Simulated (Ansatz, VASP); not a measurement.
# InPd in VASP and in Ansatz

Contents of INCAR:

```
PREC     = Accurate       # precision mode
ENCUT    = 600            # plane-wave cutoff, eV
EDIFF    = 1E-7           # SCF threshold, eV
ISMEAR   = -1             # smearing method
SIGMA    = 0.05           # smearing width, eV
LREAL    = False          # projectors in reciprocal space
LASPH    = True           # aspherical terms in the spheres
NELM     = 100            # most SCF steps
ALGO     = Fast           # electronic algorithm
ISIF     = 3              # what is computed and relaxed
LWAVE    = False          # write WAVECAR
LCHARG   = False          # write CHGCAR
LNONCOLLINEAR= True           # non-collinear magnetism
MAGMOM   = 0 0 0 0 0 0    # initial moments
LORBIT   = 11             # projections on sites
LSORBIT  = True           # spin-orbit coupling
GGA_COMPAT= False        
LMAXMIX  = 4              # l up to which the mixer works
GGA      = PE             # functional
IBRION   = 2              # ionic algorithm
NSW      = 40             # ionic steps
EDIFFG   = -0.01          # ionic threshold
```

File KPOINTS:

```
regular mesh
0
Gamma
  6 6 6
```

The input POSCAR:

```
InPd
1.0
    0.0000000000      2.7460700000      2.7460700000
    2.7460700000      0.0000000000      2.7460700000
    2.7460700000      2.7460700000      0.0000000000
In Pd
1 1
Direct
    0.0000000000      0.0000000000      0.0000000000
    0.5000000000      0.5000000000      0.5000000000
```

File input.yaml:

```yaml
crystal:
  lattice:
    - [0.0, 2.74607, 2.74607]
    - [2.74607, 0.0, 2.74607]
    - [2.74607, 2.74607, 0.0]
  atoms:
    - { symbol: In, position: [0.0, 0.0, 0.0] }
    - { symbol: Pd, position: [0.5, 0.5, 0.5] }
hamiltonian:
  xc: pbe
  pseudopotentials: { kind: paw_fr }
magnetization:
  noncollinear: true
  spin_orbit: true
kpoints:
  mp_grid: { grid: [6, 6, 6] }
scf:
  occupations: { method: fermi_dirac, width: 0.05 }
output:
  forces: true
  stress: true
  eigenvalues: true
relax:
  f_tol: 0.01
  max_steps: 40
  cell: { stress_tol: 0.05 }
```

The cell was built by a generator and needn't be a form met in nature.

Alike in both runs: task relaxation of cell and atoms; functional PBE; k mesh 6 × 6 × 6; occupations fermi-dirac, width 0.05 eV; spin-orbit coupling, no magnetisation.

|  | VASP | Ansatz |
| --- | --- | --- |
| version | VASP 6.6.1 | Ansatz 0.2.0 |
| potentials or method | VASP PAW PBE potentials, release 64 (In_d, Pd) | Ansatz PAW |
| plane-wave cutoff (eV) | 600 | 420 |
| valence electrons in the cell | 23 | 31 |

Ansatz gave:

| Quantity | Value |
| --- | --- |
| gap on the k mesh at the Fermi level, each at its own relaxed structure (eV) | none |
| relaxed volume (Å³/atom) | 20.71 |
| relaxed cell length with the largest relative difference (Å) | 3.884 |

Task: Estimate VASP's values.

Result: gap on the k mesh at the Fermi level, each at its own relaxed structure (eV): none; relaxed volume (Å³/atom): 20.76; relaxed cell length with the largest relative difference (Å): 3.887.

A gap of «none» marks a metal or a gap that the smearing closes. The two sets of potentials don't hold the same shells in valence.

Caveats: the plane-wave basis is chosen anew once the cell has moved, so the energies of steps on either side of that aren't comparable (Ansatz).
